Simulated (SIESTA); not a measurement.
Crystal: TiO2.

```xyz
6
Lattice="4.5998 0.0000 0.0000 0.0000 4.5998 0.0000 0.0000 0.0000 2.9592" Properties=species:S:1:pos:R:3 pbc="T T T"
Ti    0.0000    0.0000    1.4796
Ti    2.2999    2.2999    0.0000
O     1.3998    1.3998    1.4796
O     0.9001    3.6997    0.0000
O     3.6997    0.9001    0.0000
O     3.2000    3.2000    1.4796
```

The cell is a database's computed one.

Base run:

```yaml
Program: SIESTA 5.4.2
Functional: BLYP
Potentials_or_basis: PseudoDojo 0.4 standard (PBE files)
Basis: DZP (energy shift 0.003 Ry; two zetas on semicore shells)
Grid_cutoff: 800 Ry
Energy_shift: 0.003 Ry
k_mesh: 6 × 6 × 9
Occupations: fermi-dirac, width 0.05 eV
Spin: no spin polarisation
```

Its results: band gap on the k mesh 1.76 eV, direct; pressure 13.9 GPa; largest force 0.147 eV/Å.

Question: The run is repeated on the same cell with these changes: functional from BLYP to vdW-DF-cx. What comes out?

Answer: Band gap on the k mesh 1.76 eV, direct; pressure 2.1 GPa; largest force 0.053 eV/Å.

Caveats: the potentials were made for another functional, which shifts forces and pressure; the basis of atomic orbitals isn't converged, which shifts pressures, moduli and gaps.

Not every run made on this cell is shown here.
